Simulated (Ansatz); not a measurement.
The system is Nb.

```xyz
1
Lattice="0.0000 2.1150 2.1150 2.1150 0.0000 2.1150 2.1150 2.1150 0.0000" Properties=species:S:1:pos:R:3 pbc="T T T"
Nb    0.0000    0.0000    0.0000
```

This isn't the form of Nb at room conditions, which is bcc.

| Quantity | Value |
| --- | --- |
| Program | Ansatz 0.2.0 |
| Task | relaxation of cell and atoms |
| Functional | revPBE |
| Dispersion | D3(BJ) |
| Potentials or basis | Ansatz PAW |
| Cutoff | 420 eV (not typed: the program's choice for these potentials) |
| k mesh | 11 × 11 × 11 |
| Occupations | fermi-dirac, width 0.05 eV |
| Spin | no spin polarisation |

At the start: volume 18.92 Å³/atom.

Question: How do energy, volume and symmetry change on relaxing?

Answer: It ends after 4 steps and the volume is 17.62 Å³/atom (-6.9 %); space group Fm-3m (No. 225, to 0.05 Å).

The path:
| step | energy change (eV) | largest force (eV/Å) | volume (Å³) |
| --- | --- | --- | --- |
| 1 | 0.0000 | 0.0000 | 18.92 |
| 2 | -0.0487 | 0.0000 | 17.74 |
| 3 | -0.0492 | 0.0000 | 17.62 |
| 4 | -0.0489 | 0.0000 | 17.62 |

Final structure:
```xyz
1
Lattice="0.0000 2.0653 2.0653 2.0653 0.0000 2.0653 2.0653 2.0653 0.0000" Properties=species:S:1:pos:R:3 pbc="T T T"
Nb    0.0000    0.0000    0.0000
```

Caveat: the plane-wave basis is chosen anew once the cell has moved, so the energies of steps on either side of that aren't comparable; pairwise dispersion overbinds metals, which lowers pressure and volume; the PAW data sets come from PBE, with cores solved anew for the run's functional, which leaves a small shift of forces and pressure.
